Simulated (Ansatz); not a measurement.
# Ti: a line through a two-coordinate scan

One table from this session's results is given with a row withheld; the runs are named, their logs left out.

This is Ti in the bcc structure; at room conditions it is hcp.

Method: DFT PBE, scalar-relativistic, plane waves, PAW, in Ansatz 0.2.0.

57 further runs of the same task are left out: 57 set aside as unsound or not needed.

### The starting structure

The structure is cubic, space group Im-3m (No. 229). Conventional cell: a = 3.256 Å, b = 3.256 Å, c = 3.256 Å, α = 90.00°, β = 90.00°, γ = 90.00°. Around Ti (site symmetry m-3m) lie 8 Ti at 2.82 Å.

Structure file:

```xyz
1
Lattice="-1.6278 1.6278 1.6278 1.6278 -1.6278 1.6278 1.6278 1.6278 -1.6278" Properties=species:S:1:pos:R:3 pbc="T T T"
Ti    0.0000    0.0000    0.0000
```

It is the result of an earlier relaxation at this level (volume 17.25 Å³/atom; gap on the mesh: none (metal)).

### What is varied

The energy is mapped over volume and a fixed ferromagnetic moment.

The axes are (1) volume per atom: 9 values from 14.15 to 20.36 Å³; (2) total spin moment of the cell, held fixed: 11 values from 0.0 to 1.0 μB.

Nothing else is relaxed (shape and fractional coordinates fixed). Points are written as (first, second).

Set-up of the first run:

input.yaml

```yaml
crystal:
  lattice:
    - [-1.5235541254, 1.5235541254, 1.5235541254]
    - [1.5235541254, -1.5235541254, 1.5235541254]
    - [1.5235541254, 1.5235541254, -1.5235541254]
  atoms:
    - { symbol: Ti, position: [0.0, 0.0, 0.0], spin: 0.5 }
basis:
  ecutwfc: 520.0
kpoints:
  mp_grid: { grid: [22, 22, 22] }
hamiltonian:
  xc: pbe
scf:
  occupations: { method: gaussian, width: 0.15 }
  lower_state_search: "off"
output:
  forces: true
  stress: true
  eigenvalues: true
  populations: true
magnetization:
  spin_polarized: true
  initial_magnetization: 0.5
  spin_locking: { lock_magnetization: hard }
```

The run is started by

```console
$ ansatz run input.yaml --threads 1 --pin off --max-ram 2048MiB --backend cpu --events-out ev --progress --plain --runs-dir out
```

Steps of the session up to this table: Point (14.15 Å³, 0.5 μB); The run at (14.92 Å³, 0.5 μB); Grid point (15.70 Å³, 0.5 μB); Grid point (16.48 Å³, 0.5 μB); Grid point (17.25 Å³, 0.5 μB); Point (18.03 Å³, 0.5 μB); The run at (18.80 Å³, 0.5 μB); Grid point (19.58 Å³, 0.5 μB).

One table of the session follows, with a row left open; its other results are not shown here.

| volume per atom (Å³) | energy (meV/atom) | pressure (GPa) |
| --- | --- | --- |
| 14.15 | 263 | 30.3 |
| 14.92 | 141 | 20.6 |
| 15.70 | 61 | 12.6 |
| 16.48 | 16 | 6.1 |
| 17.25 | 0 | 0.7 |
| 18.03 | 8 | −3.7 |
| 18.80 | ? | ? |
| 19.58 | 78 | −10.3 |
| 20.36 | 133 | −12.7 |

Estimate the missing values for volume per atom (Å³) = 18.80.

Worked estimate for «energy (meV/atom)». A straight line through the neighbours (18.03, 8) and (19.58, 78) gives 8 + (78 − 8) × (18.80 − 18.03) / (19.58 − 18.03) = 43; a parabola fitted to 4 rows on both sides gives 35.

**Answer.** energy (meV/atom): 35; pressure (GPa): −7.3. In «energy (meV/atom)» the line misses by +8 and the parabola by +0.

Energies count from the lowest point of the line. Rows without a step come from runs not printed here or follow by symmetry.

What this shows: Along the line the energy is lowest at 17.25 Å³. A parabola through the lowest point and its two neighbours puts the minimum at 17.388 Å³, with a curvature of about 39 meV/atom per (Å³)². The well is lopsided: two grid steps out, the energy rises by 61 meV/atom towards smaller values and 35 meV/atom towards larger ones. The highest point computed, at 14.15 Å³, lies 263 meV/atom above the lowest.

Limits of these values: Warnings in the runs' records: stress scf threshold loose.
